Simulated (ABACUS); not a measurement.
# PbSe (Clausthalite) (Fm-3m) in ABACUS: settings compared

One crystal, PbSe (Clausthalite), is run at these levels: PBEsol, PBE; tasks: single point, relaxation of cell and atoms.

Everything below comes from runs of ABACUS 3.10.1. Logs are shortened: lines on timing, memory, paths and dates and some standing lists are left out, and cuts for length are marked.

**The experiment to reproduce.**

A printed reference work, monograph reports, for a bulk crystal of PbSe at 4.2 K: band gap 0.15 eV (direct).

The results are compared with them further down.

### 1 Starting point

The structure is cubic, space group Fm-3m (No. 225). Conventional cell: a = 6.121 Å, b = 6.121 Å, c = 6.121 Å, α = 90.00°, β = 90.00°, γ = 90.00°. Pb (site symmetry m-3m) has 6 Se at 3.06 Å as nearest neighbours. Around Se (site symmetry m-3m) lie 6 Pb at 3.06 Å.

### 2 Single point, PBEsol

The input, INPUT:

```
INPUT_PARAMETERS
suffix              PbSe
calculation         scf
basis_type          pw
pseudo_dir          ./
symmetry            1
dft_functional      pbesol
ecutwfc             87
pseudo_rcut         10
nspin               1
nbands              25
ks_solver           dav
smearing_method     fd
smearing_sigma      0.00367493
scf_thr             1e-08
scf_nmax            100
mixing_type         broyden
mixing_beta         0.7
cal_force           1
cal_stress          1
out_chg             1
kpar                4
```

The input, STRU:

```
ATOMIC_SPECIES
Pb 207.2000 82_Pb_14_3.0_3.1_pbe_n_v1.0.upf
Se 78.9710 34_Se_16_1.9_2.1_pbe_n_v1.0.upf

LATTICE_CONSTANT
8.1795146323

LATTICE_VECTORS
0.0000000000 0.7071067812 0.7071067812
0.7071067812 0.0000000000 0.7071067812
0.7071067812 0.7071067812 0.0000000000

ATOMIC_POSITIONS
Cartesian

Pb
0.0
1
0.0000000000 0.0000000000 0.0000000000 1 1 1

Se
0.0
1
0.7071067812 0.7071067812 0.7071067812 1 1 1
```

The input, KPT:

```
K_POINTS
0
Gamma
6 6 6 0 0 0
```

Potentials or basis: SPMS ONCV 1.0 PBE, plane waves.

Started as:

```
OMP_NUM_THREADS=1 mpirun -np 4 abacus > log
```

running log:

```text
ABACUS v3.10.1

               Atomic-orbital Based Ab-initio Computation at UStc

 ------------------------------------------------------------------------------------

 READING GENERAL INFORMATION
                           global_out_dir = OUT.PbSe/
                           global_in_card = INPUT
                               pseudo_dir = ./
                              orbital_dir =
                                    DSIZE = 4
                                    GSIZE = 1

 READING UNITCELL INFORMATION
                                    ntype = 2
                  lattice constant (Bohr) = 8.17951
              lattice constant (Angstrom) = 4.32841

 READING ATOM TYPE 1
                               atom label = Pb
                      L=0, number of zeta = 1
                      L=1, number of zeta = 1
                      L=2, number of zeta = 1
             number of atom for this type = 1

 READING ATOM TYPE 2
                               atom label = Se
                      L=0, number of zeta = 1
                      L=1, number of zeta = 1
                      L=2, number of zeta = 1
             number of atom for this type = 1

                        TOTAL ATOM NUMBER = 2
CARTESIAN COORDINATES ( UNIT =       8.179514632300 Bohr ).
    atom                   x                   y                   z     mag                  vx                  vy                  vz
tauc_Pb1            0.0000000000        0.0000000000        0.0000000000  0.0000        0.0000000000        0.0000000000        0.0000000000
tauc_Se1            0.7071067812        0.7071067812        0.7071067812  0.0000        0.0000000000        0.0000000000        0.0000000000

                          Volume (Bohr^3) = 386.961
                             Volume (A^3) = 57.3417

 Lattice vectors: (Cartesian coordinate: in unit of a_0)
                   +0           +0.707107           +0.707107
            +0.707107                  +0           +0.707107
            +0.707107           +0.707107                  +0
 Reciprocal vectors: (Cartesian coordinate: in unit of 2 pi/a_0)
            -0.707107           +0.707107           +0.707107
            +0.707107           -0.707107           +0.707107
            +0.707107           +0.707107           -0.707107
 The esolver type has been set to : ksdft_pw

                PAO radial cut off (Bohr) = 10

 Read in pseudopotential file is 82_Pb_14_3.0_3.1_pbe_n_v1.0.upf
                     pseudopotential type = NC
          exchange-correlation functional = PBE
                 nonlocal core correction = 1
                        valence electrons = 14
                                     lmax = 2
                           number of zeta = 3
                     number of projectors = 6
                           L of projector = 0
                           L of projector = 0
                           L of projector = 1
                           L of projector = 1
                           L of projector = 2
                           L of projector = 2
 XC functional updated to : pbesol
          exchange-correlation functional = PBESOL
                PAO radial cut off (Bohr) = 10

 Read in pseudopotential file is 34_Se_16_1.9_2.1_pbe_n_v1.0.upf
                     pseudopotential type = NC
          exchange-correlation functional = PBE
                 nonlocal core correction = 1
                        valence electrons = 16
                                     lmax = 2
                           number of zeta = 3
                     number of projectors = 6
                           L of projector = 0
                           L of projector = 0
                           L of projector = 1
                           L of projector = 1
                           L of projector = 2
                           L of projector = 2
 XC functional updated to : pbesol
          exchange-correlation functional = PBESOL
     initial pseudo atomic orbital number = 18

 SETUP THE ELECTRONS NUMBER
            electron number of element Pb = 14
      total electron number of element Pb = 14
            electron number of element Se = 16
      total electron number of element Se = 16
            AUTOSET number of electrons:  = 30
                           occupied bands = 15
                                   NBANDS = 25
                                   NLOCAL = 18

%%%%%%%%%%%%%%%%%%%%%%%%%%%%%%%%%%%%%%%%%%%%%%%%%%%%%%%%%%%%%%%%%%%%%%%%%%%%%%%%%%%%%%%%%%%%%%%%%%%%%%%%%%
 Warning: the number of valence electrons in pseudopotential > 4 for Pb: [Xe] 4f14 5d10 6s2 6p2
 Warning: the number of valence electrons in pseudopotential > 6 for Se: [Ar] 3d10 4s2 4p4
 Pseudopotentials with additional electrons can yield (more) accurate outcomes, but may be less efficient.
 If you're confident that your chosen pseudopotential is appropriate, you can safely ignore this warning.
%%%%%%%%%%%%%%%%%%%%%%%%%%%%%%%%%%%%%%%%%%%%%%%%%%%%%%%%%%%%%%%%%%%%%%%%%%%%%%%%%%%%%%%%%%%%%%%%%%%%%%%%%%

 SETUP THE PLANE WAVE BASIS
 energy cutoff for charge/potential (unit:Ry) = 348
            fft grid for charge/potential = [ 50, 50, 50 ]
                        fft grid division = [ 1, 1, 1 ]
[... 54 lines left out ...]
                                    nspin = 1
                   Input type of k points = Monkhorst-Pack(Gamma)
                                   nkstot = 216
                       right hand lattice = 1
(for reciprocal lattice: )
                             BRAVAIS TYPE = 2
                     BRAVAIS LATTICE NAME = 02. Cubic I (body-centered)
                                    ibrav = 2
                       right hand lattice = 1
(for k-lattice: )
                             BRAVAIS TYPE = 2
                     BRAVAIS LATTICE NAME = 02. Cubic I (body-centered)
                                    ibrav = 2
                       right hand lattice = 1
                        ROTATION MATRICES = 48
                               nkstot_ibz = 16
K-POINTS REDUCTION ACCORDING TO SYMMETRY
     IBZ    DIRECT_X    DIRECT_Y    DIRECT_Z  WEIGHT  ibz2bz
       1  0.00000000  0.00000000  0.00000000  0.0046       0
       2  0.16666667  0.16666667  0.16666667  0.0370       1
       3  0.33333333  0.33333333  0.33333333  0.0370       2
       4  0.50000000  0.50000000  0.50000000  0.0185       3
       5  0.16666667  0.16666667  0.00000000  0.0278       7
       6  0.33333333  0.33333333  0.16666667  0.1111       8
[... 8 lines left out ...]
      15  0.50000000  0.33333333 -0.33333333  0.1111      52
      16  0.50000000  0.33333333 -0.16666667  0.0556      58

                               nkstot now = 16
[... K-POINTS DIRECT COORDINATES: 16 rows ...]

           k-point number in this process = 4
       minimum distributed K point number = 4
[... stars of the k points ...]

[... K-POINTS CARTESIAN COORDINATES: 4 rows ...]

[... K-POINTS DIRECT COORDINATES: 4 rows ...]

 SETUP PLANE WAVES FOR WAVE FUNCTIONS
     energy cutoff for wavefunc (unit:Ry) = 87
              fft grid for wave functions = [ 50, 50, 50 ]
                    number of plane waves = 6183
                         number of sticks = 439

 PARALLEL PW FOR WAVE FUNCTIONS
     PROC   COLUMNS(POT)             PW
        1            439           6183
 --------------- sum -------------------
        1            439           6183

 SETUP NONLOCAL PSEUDOPOTENTIALS IN PLANE WAVE BASIS
 Pb non-local projectors:
 projector 1 L=0
 projector 2 L=0
 projector 3 L=1
 projector 4 L=1
 projector 5 L=2
 projector 6 L=2
 Se non-local projectors:
 projector 1 L=0
 projector 2 L=0
 projector 3 L=1
 projector 4 L=1
 projector 5 L=2
 projector 6 L=2
      TOTAL NUMBER OF NONLOCAL PROJECTORS = 36

 Init Non-Local PseudoPotential table :
 Init Non-Local-Pseudopotential done.

                                     npwx = 5342

 Make real space PAO into reciprocal space.
       max mesh points in Pseudopotential = 1001
     dq(describe PAO in reciprocal space) = 0.01
                                    max q = 1124

 number of pseudo atomic orbitals for Pb is 3
WARNING: norm of atomic wavefunction # 3 of atomic type Pb is 0.999464, renormalized

 number of pseudo atomic orbitals for Se is 3
WARNING: norm of atomic wavefunction # 3 of atomic type Se is 0.999991, renormalized

 -------------------------------------------
 SELF-CONSISTENT
 -------------------------------------------
                                 init_chg = atomic

 PW ALGORITHM --------------- ION=   1  ELEC=   1--------------------------------

 Notice: Threshold on eigenvalues was too large.
 hsover_error=0.3 > DRHO=0.0699235
 Origin diag ethr = 0.01
 New diag ethr = 0.000233078

 Density error is 0.0699897321264
                          Error Threshold = 0.000233078219397
----------------------------------------------------------
     Energy           Rydberg                 eV
----------------------------------------------------------
 E_KohnSham     -354.7840043559      -4827.0840184965
 E_Harris       -353.1551134679      -4804.9218210006
 E_Fermi        0.7531895235         10.2476691939
----------------------------------------------------------
[... 63 lines left out ...]
 Density error is 1.40275313646e-09
                          Error Threshold = 4.74921094005e-11
----------------------------------------------------------
     Energy           Rydberg                 eV
----------------------------------------------------------
 E_KohnSham     -354.8045692554      -4827.3638183090
 E_KS(sigma->0) -354.8045217964      -4827.3631725967
 E_Harris       -354.8042986481      -4827.3601365085
 E_band         -28.2499033136       -384.3596530145
 E_one_elec     -143.5016874655      -1952.4406221466
 E_Hartree      83.5077807537        1136.1816455855
 E_xc           -73.4541669532       -999.3952124070
 E_Ewald        -221.3564006724      -3011.7083379163
 E_entropy(-TS) -0.0000949179        -0.0012914246
 E_descf        0.0000000000         0.0000000000
 E_exx          0.0000000000         0.0000000000
 E_Fermi        0.7643186353         10.3990885279
----------------------------------------------------------

 charge density convergence is achieved
 final etot is -4827.3638183 eV
 EFERMI = 10.399088528 eV

 STATE ENERGY(eV) AND OCCUPATIONS    NSPIN == 1
 1/4 kpoint (Cartesian) = 0.0000 0.0000 0.0000 (5209 pws)
       1       -36.8097     0.00925926
       2       -36.8097     0.00925926
       3       -36.8062     0.00925926
       4       -36.8062     0.00925926
       5       -36.8062     0.00925926
       6       -6.38116     0.00925926
[... 98 lines left out ...]
      24        22.0664        0.00000
      25        26.6016        0.00000

------------------------------------------------------------------------------------------
 TOTAL-FORCE (eV/Angstrom)
------------------------------------------------------------------------------------------
                       Pb1         0.0000000000         0.0000000000         0.0000000000
                       Se1         0.0000000000         0.0000000000         0.0000000000
------------------------------------------------------------------------------------------

----------------------------------------------------------------
 TOTAL-STRESS (KBAR)
----------------------------------------------------------------
        -8.3191241460        -0.0000000000         0.0000000000
        -0.0000000000        -8.3191241460         0.0000000000
        -0.0000000000         0.0000000000        -8.3191241460
----------------------------------------------------------------
 TOTAL-PRESSURE: -8.319124 KBAR

 --------------------------------------------
 !FINAL_ETOT_IS -4827.3638183089742597 eV
 --------------------------------------------
```

Wall time 13 s (4 MPI ranks of Intel Xeon Platinum 8259CL at 2.50GHz (Skylake/Cascade Lake), shared host); peak memory 0.48 GiB.

What came out:

```yaml
Free_energy: -4827.3638 eV
Pressure: -0.8 GPa
Band_gap_on_the_k_mesh: 0.21 eV, direct
```

Levels at points of the mesh, in eV from the valence-band top:
```
           k point  band 12  band 13  band 14  band 15  band 16  band 17  band 18  band 19
(0.00, 0.00, 0.00)    -6.29    -1.89    -1.89    -1.89     4.68     4.68     4.68     6.47
(0.50, 0.50, 0.50)    -8.79    -1.48    -1.48     0.00     0.21     1.66     1.66     8.42
(0.50, 0.50, 0.00)    -7.35    -5.03    -3.26    -3.26     3.60     5.58     5.58     5.99
```

Caveat: the potentials were made for another functional, which shifts forces and pressure; spin-orbit coupling is left out, which as a rule narrows the gap of such compounds by several tenths of an eV.

(Part 1 of 2 ends here.)
